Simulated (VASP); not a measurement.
# Cu (P6_3/mmc) in VASP: further runs

Runs on Cu. Level: r2SCAN. Tasks: single point.

Program: VASP 6.6.1. These are calculated values, not measurements. Logs are shortened: lines on timing, memory, paths and dates and some standing lists are left out, and cuts for length are marked.

### Step 1. The structure

Symmetry: P6_3/mmc, No. 194, hexagonal system. The conventional cell has a = 2.531 Å, b = 2.531 Å, c = 4.128 Å, α = 90.00°, β = 90.00°, γ = 120.00°. Cu (site symmetry -6m2) has 12 Cu at 2.53 Å as nearest neighbours.

The cell was built by a generator and needn't be a form met in nature.

### Step 2. Single point, r2SCAN

POSCAR

```
Cu
1.0
    2.5314682226      0.0000000000      0.0000000000
   -1.2657341113      2.1923157897      0.0000000000
    0.0000000000      0.0000000000      4.1276198660
Cu
2
Direct
    0.3333333333      0.6666666667      0.7500000000
    0.6666666667      0.3333333333      0.2500000000
```

INCAR.step1

```
PREC = Accurate
ENCUT = 520
ISMEAR = -5
SIGMA = 0.05
LREAL = False
LASPH = True
NELM = 100
LMAXMIX = 4
NBANDS = 18
GGA = PE
ALGO = Normal
EDIFF = 1E-4
LWAVE = True
LCHARG = False
```

INCAR.step2

```
PREC = Accurate
ENCUT = 520
EDIFF = 1E-6
ISMEAR = 0
SIGMA = 0.05
LREAL = False
LASPH = True
NELM = 100
ALGO = Normal
ISIF = 2
LWAVE = False
LCHARG = False
LMAXMIX = 4
METAGGA = R2SCAN
LMIXTAU = True
LORBIT = 11
NBANDS = 18
ISTART = 1
```

KPOINTS

```
Automatic mesh
0
Gamma
  18 18 10
```

Potentials or basis: VASP PAW PBE potentials, release 64 (Cu).

The run is started by

```console
> cat potpaw_PBE.64/Cu/POTCAR > POTCAR
> cp INCAR.step1 INCAR
> mpirun -np 1 vasp_std > vasp.out
> cp INCAR.step2 INCAR
> mpirun -np 1 vasp_std > vasp.out
```

OUTCAR:

```text
PREC = Accurate
   ENCUT = 520
   EDIFF = 1E-6
   ISMEAR = 0
   LREAL = False
   LASPH = True
   NELM = 100
   ISIF = 2
   METAGGA = R2SCAN
   LORBIT = 11
   ISTART = 1

 ion  position               nearest neighbor table
   1  0.333  0.667  0.750-   2 2.53   2 2.53   2 2.53   2 2.53   2 2.53   2 2.53
   2  0.667  0.333  0.250-   1 2.53   1 2.53   1 2.53   1 2.53   1 2.53   1 2.53

  LATTYP: Found a hexagonal cell.
 ALAT       =     2.5314682226
 C/A-ratio  =     1.6305240687

  Lattice vectors:

 A1 = (   2.5314682226,   0.0000000000,   0.0000000000)
 A2 = (  -1.2657341113,   2.1923157897,   0.0000000000)
 A3 = (   0.0000000000,   0.0000000000,   4.1276198660)

Analysis of symmetry for initial positions (statically):
=====================================================================
 Subroutine PRICEL returns:
 Original cell was already a primitive cell.

 Routine SETGRP: Setting up the symmetry group for a
 hexagonal supercell.

 Subroutine GETGRP returns: Found 24 space group operations
 (whereof 12 operations were pure point group operations)
 out of a pool of 24 trial point group operations.

The static configuration has the point symmetry D_3d.
 The point group associated with its full space group is D_6h.

Analysis of symmetry for dynamics (positions and initial velocities):
=====================================================================
 Subroutine PRICEL returns:
 Original cell was already a primitive cell.

 Routine SETGRP: Setting up the symmetry group for a
 hexagonal supercell.

 Subroutine GETGRP returns: Found 24 space group operations
 (whereof 12 operations were pure point group operations)
 out of a pool of 24 trial point group operations.

The dynamic configuration has the point symmetry D_3d.
 The point group associated with its full space group is D_6h.

 Subroutine INISYM returns: Found 24 space group operations
 (whereof 12 operations are pure point group operations),
 and found     1 'primitive' translations

----------------------------------------------------------------------------------------

                                     Primitive cell

  volume of cell :      22.9074

  direct lattice vectors                    reciprocal lattice vectors
     2.531468223  0.000000000  0.000000000     0.395027673  0.228069333  0.000000000
    -1.265734111  2.192315790  0.000000000     0.000000000  0.456138666  0.000000000
     0.000000000  0.000000000  4.127619866     0.000000000  0.000000000  0.242270372

  length of vectors
     2.531468223  2.531468223  4.127619866     0.456138666  0.456138666  0.242270372

  position of ions in fractional coordinates (direct lattice)
     0.333333333  0.666666667  0.750000000
     0.666666667  0.333333333  0.250000000

  ion indices of the primitive-cell ions
   primitive index   ion index
                 1           1
                 2           2

----------------------------------------------------------------------------------------

 KPOINTS: Automatic mesh

Automatic generation of k-mesh.
 Grid dimensions read from file:
 generate k-points for:   18   18   10

 Generating k-lattice:

  Cartesian coordinates                     Fractional coordinates (reciprocal lattice)
     0.021945982  0.012670519  0.000000000     0.055555556  0.000000000  0.000000000
     0.000000000  0.025341037  0.000000000     0.000000000  0.055555556  0.000000000
     0.000000000  0.000000000  0.024227037     0.000000000  0.000000000  0.100000000

  Length of vectors
     0.025341037  0.025341037  0.024227037

  Shift w.r.t. Gamma in fractional coordinates (k-lattice)
     0.000000000  0.000000000  0.000000000

 Subroutine IBZKPT returns following result:
 ===========================================

 Found    222 irreducible k-points:

 Following reciprocal coordinates:
            Coordinates               Weight
  0.000000  0.000000  0.000000      1.000000
  0.055556  0.000000  0.000000      6.000000
  0.111111  0.000000  0.000000      6.000000
  0.166667  0.000000  0.000000      6.000000
  0.222222  0.000000  0.000000      6.000000
  0.277778  0.000000  0.000000      6.000000
[... 16 lines left out ...]
  0.333333  0.111111  0.000000     12.000000
  0.388889  0.111111  0.000000     12.000000
 [... further k-points ...]
   k-points           NKPTS =    222   k-points in BZ     NKDIM =    222   number of bands    NBANDS=     18
   number of dos      NEDOS =    301   number of ions     NIONS =      2
   total plane-waves  NPLWV =  12800
   dimension x,y,z NGX =    20 NGY =   20 NGZ =   32
   dimension x,y,z NGXF=    40 NGYF=   40 NGZF=   64
   ions per type =               2
   NGX,Y,Z   is equivalent  to a cutoff of  13.13, 13.13, 12.89 a.u.
   NGXF,Y,Z  is equivalent  to a cutoff of  26.27, 26.27, 25.78 a.u.
 SYSTEM =  unknown system
   PREC   = accura    normal or accurate (medium, high low for compatibility)
   ISTART =      1    job   : 0-new  1-cont  2-samecut
   ICHARG =      0    charge: 1-file 2-atom 10-const
   ISPIN  =      1    spin polarized calculation?
   LNONCOLLINEAR =      F non collinear calculations
   LSORBIT =      F    spin-orbit coupling
   LASPH  =      T    aspherical Exc in radial PAW
   ENCUT  =  520.0 eV  38.22 Ry    6.18 a.u.   4.71  4.71  7.67*2*pi/ulx,y,z
   NELM   =    100;   NELMIN=  2; NELMDL=  0     # of ELM steps
   EDIFF  = 0.1E-05   stopping-criterion for ELM
   LREAL  =      F    real-space projection
   EDIFFG = 0.1E-04   stopping-criterion for IOM
   NSW    =      0    number of steps for IOM
   IBRION =     -1    ionic relax: 0-MD 1-quasi-New 2-CG
   NFREE  =      0    steps in history (QN), initial steepest desc. (CG)
   ISIF   =      2    stress and relaxation
   ISYM   =      2    0-nonsym 1-usesym 2-fastsym
   POTIM  = 0.5000    time-step for ionic-motion
   TEBEG  =    0.0;   TEEND  =   0.0 temperature during run
   PSTRESS=    0.0 pullay stress
   NELECT =      22.0000    total number of electrons
   NUPDOWN=      -1.0000    fix difference up-down
   EMIN   =  10.00;   EMAX   =-10.00  energy-range for DOS
   EFERMI =   0.00;   METHOD = LEGACY
   ISMEAR =     0;   SIGMA  =   0.05  broadening in eV -4-tet -1-fermi 0-gaus
   EFERMI_NEDOS =   21; number of points for ismear=-14 and -15
   IALGO  =     38    algorithm
   IMIX   =      4    mixing-type and parameters
     AMIX     =   0.40;   BMIX     =  1.00
     AMIX_MAG =   1.60;   BMIX_MAG =  1.00
  volume/ion in A,a.u.               =      11.45        77.29
  Fermi-wavevector in a.u.,A,eV,Ry     =   1.615191  3.052269 35.495462  2.608843
  Thomas-Fermi vector in A             =   2.709979
   LORBIT       =     11    0 simple, 1 ext, 2 COOP (PROOUT), +10 PAW based schemes
   METAGGA = R2SCAN    functional components
   LHFCALC =     F    Hartree Fock is set to
   AEXX    =    0.0000 exact exchange contribution
   IVDW    =     0    specifies the selected vdW correction
   LEPSILON=     F    determine dielectric tensor
   LRPA    =     F    only Hartree local field effects (RPA)
 non-spin polarized calculation
 Gauss-broadening in eV      SIGMA  =   0.05
  energy-cutoff  :      520.00
  volume of cell :       22.91
 maximum number of plane-waves:       632
 NGX is ok and might be reduce to    20

 number of electron      21.9999981 magnetization

 Free energy of the ion-electron system (eV)
  ---------------------------------------------------
  ext. energy  EPLUGINS =         0.00000000
  ---------------------------------------------------
  free energy    TOTEN  =       -21.63030776 eV

  energy without entropy =      -21.62919438  energy(sigma->0) =      -21.62975107

 E-fermi :   7.7149     XC(G=0): -13.9512

 val. band max:        7.7142683990   @ k =   0.5000   0.0000   0.1000
 cond. band min:       7.7159942385   @ k =   0.2222   0.2222   0.5000
 fundamental gap:      0.0017258394
 Fermi energy:         7.7148607176

 k-point     1 :       0.0000    0.0000    0.0000
  band No.  band energies     occupation
      1      -2.1323      2.00000
      2       2.3666      2.00000
      3       4.5481      2.00000
      4       4.6025      2.00000
      5       4.6027      2.00000
      6       4.8255      2.00000
[... 10 lines left out ...]
     17      32.6262      0.00000
     18      32.6263      0.00000

 k-point     2 :       0.0556    0.0000    0.0000
  band No.  band energies     occupation
      1      -2.0261      2.00000
      2       2.4272      2.00000
      3       4.4716      2.00000
      4       4.6412      2.00000
      5       4.6685      2.00000
      6       4.8063      2.00000
[... 10 lines left out ...]
     17      33.2934      0.00000
     18      33.2945      0.00000

 k-point     3 :       0.1111    0.0000    0.0000
  band No.  band energies     occupation
      1      -1.7109      2.00000
      2       2.5972      2.00000
      3       4.3495      2.00000
      4       4.7199      2.00000
      5       4.7540      2.00000
      6       4.8012      2.00000
[... 10 lines left out ...]
     17      33.0208      0.00000
     18      33.9789      0.00000

 k-point     4 :       0.1667    0.0000    0.0000
  band No.  band energies     occupation
      1      -1.1967      2.00000
      2       2.8368      2.00000
      3       4.2112      2.00000
      4       4.3766      2.00000
      5       4.6494      2.00000
      6       4.9315      2.00000
[... 10 lines left out ...]
     17      30.6694      0.00000
     18      32.7484      0.00000

 k-point     5 :       0.2222    0.0000    0.0000
  band No.  band energies     occupation
      1      -0.5048      2.00000
      2       3.0662      2.00000
      3       3.9809      2.00000
      4       4.0971      2.00000
      5       4.5798      2.00000
      6       4.8303      2.00000
[... 10 lines left out ...]
     17      28.1567      0.00000
     18      30.6368      0.00000

 k-point     6 :       0.2778    0.0000    0.0000
  band No.  band energies     occupation
      1       0.3232      2.00000
      2       3.1751      2.00000
      3       3.6618      2.00000
      4       4.0598      2.00000
      5       4.5722      2.00000
      6       4.7278      2.00000
[... 10 lines left out ...]
     17      26.2653      0.00000
     18      29.1718      0.00000

 k-point     7 :       0.3333    0.0000    0.0000
  band No.  band energies     occupation
      1       1.2031      2.00000
      2       3.1395      2.00000
      3       3.4202      2.00000
      4       4.1019      2.00000
      5       4.6368      2.00000
      6       4.6540      2.00000
[... 10 lines left out ...]
     17      24.2624      0.00000
     18      28.4742      0.00000

 k-point     8 :       0.3889    0.0000    0.0000
  band No.  band energies     occupation
      1       1.9775      2.00000
      2       3.0422      2.00000
      3       3.2521      2.00000
      4       4.2272      2.00000
      5       4.5656      2.00000
      6       4.6795      2.00000
[... 10 lines left out ...]
     17      22.3799      0.00000
     18      28.1277      0.00000
[... 229 lines left out ...]
     17      30.9894      0.00000
     18      31.5672      0.00000

 k-point    20 :       0.1667    0.1111    0.0000
  band No.  band energies     occupation
      1      -0.2142      2.00000
      2       3.1911      2.00000
      3       3.8910      2.00000
      4       3.9698      2.00000
      5       4.5974      2.00000
      6       4.6659      2.00000
[... 10 lines left out ...]
     17      29.4241      0.00000
     18      29.8802      0.00000

 k-point    21 :       0.2222    0.1111    0.0000
  band No.  band energies     occupation
      1       0.5975      2.00000
      2       3.3072      2.00000
      3       3.6255      2.00000
      4       3.8939      2.00000
      5       4.5672      2.00000
      6       4.5998      2.00000
[... 10 lines left out ...]
     17      27.0648      0.00000
     18      29.0322      0.00000

 k-point    22 :       0.2778    0.1111    0.0000
  band No.  band energies     occupation
      1       1.4557      2.00000
      2       3.2667      2.00000
      3       3.4207      2.00000
      4       3.9241      2.00000
      5       4.4959      2.00000
      6       4.6766      2.00000
[... 10 lines left out ...]
     17      24.7543      0.00000
     18      28.3620      0.00000

 k-point    23 :       0.3333    0.1111    0.0000
  band No.  band energies     occupation
      1       2.2010      2.00000
      2       3.1638      2.00000
      3       3.2773      2.00000
      4       4.0352      2.00000
      5       4.4567      2.00000
      6       4.7065      2.00000
[... 10 lines left out ...]
     17      22.6360      0.00000
     18      27.8768      0.00000

 k-point    24 :       0.3889    0.1111    0.0000
  band No.  band energies     occupation
      1       2.6583      2.00000
      2       3.0688      2.00000
      3       3.1930      2.00000
      4       4.2034      2.00000
      5       4.4482      2.00000
      6       4.6210      2.00000
[... 10 lines left out ...]
     17      20.9115      0.00000
     18      27.5830      0.00000

 [... further k-points ...]

------------------------ aborting loop because EDIFF is reached ----------------------------------------

  FORCE on cell =-STRESS in cart. coord.  units (eV):
  Direction    XX          YY          ZZ          XY          YZ          ZX
  --------------------------------------------------------------------------------------
  -------------------------------------------------------------------------------------
  Total        0.1025267      0.1025267      0.1075898      0.0000000     -0.0000000     -0.0000000
  in kB        7.1708767      7.1708767      7.5250014      0.0000000     -0.0000000     -0.0000000
  external PRESSURE =       7.2889183 kB  Pullay stress =       0.0000000 kB

 VOLUME and BASIS-vectors are now :
 -----------------------------------------------------------------------------
  energy-cutoff  :      520.00
  volume of cell :       22.91
      direct lattice vectors                 reciprocal lattice vectors
     2.531468223  0.000000000  0.000000000     0.395027673  0.228069333  0.000000000
    -1.265734111  2.192315790  0.000000000     0.000000000  0.456138666  0.000000000
     0.000000000  0.000000000  4.127619866     0.000000000  0.000000000  0.242270372

 POSITION                                       TOTAL-FORCE (eV/Angst)
 -----------------------------------------------------------------------------------
     -0.00000      1.46154      3.09571         0.000000     -0.000000      0.000000
      1.26573      0.73077      1.03190        -0.000000      0.000000      0.000000
 -----------------------------------------------------------------------------------
    total drift:                               -0.000000      0.000000     -0.000000

  FREE ENERGIE OF THE ION-ELECTRON SYSTEM (eV)
  ---------------------------------------------------
  free  energy   TOTEN  =       -21.6303077617 eV

  energy  without entropy=      -21.6291943837  energy(sigma->0) =      -21.62975107

 total charge

# of ion       s       p       d       tot
------------------------------------------
    1        0.467   0.422   9.197  10.085
    2        0.467   0.422   9.197  10.085
--------------------------------------------------
tot          0.935   0.843  18.393  20.171
```

It took 2.1 min on 1 thread of Intel Xeon 6975P-C (Granite Rapids), shared host; peak memory 0.2 GiB.

Results:

| Property | Result |
| --- | --- |
| Free energy | -21.6303 eV |
| Pressure | 0.7 GPa |
| Band gap on the k mesh | none (metal or under the smearing width) |
| Valence electrons inside the program's atomic spheres | Cu 10.09 |

Levels at points of the mesh, in eV from the Fermi level:
| k point | band 7 | band 8 | band 9 | band 10 | band 11 | band 12 | band 13 | band 14 | band 15 | band 16 |
| --- | --- | --- | --- | --- | --- | --- | --- | --- | --- | --- |
| (0.00, 0.00, 0.00) | -2.89 | -2.60 | -2.60 | -1.81 | -1.81 | -1.06 | 4.22 | 22.45 | 23.28 | 23.28 |
| (0.50, 0.00, 0.00) | -2.85 | -1.70 | -1.66 | -1.60 | 0.04 | 1.77 | 8.33 | 8.85 | 11.28 | 11.91 |
| (0.00, 0.00, 0.50) | -3.16 | -3.16 | -2.04 | -2.04 | -2.04 | -2.04 | 13.36 | 13.36 | 23.20 | 23.20 |
| (0.50, 0.00, 0.50) | -1.98 | -1.98 | -1.64 | -1.64 | 0.55 | 0.55 | 5.32 | 5.32 | 17.26 | 17.26 |

Caveat: the PAW data sets were made with another functional, which shifts forces and pressure a little.

[end of part 1 of 2]
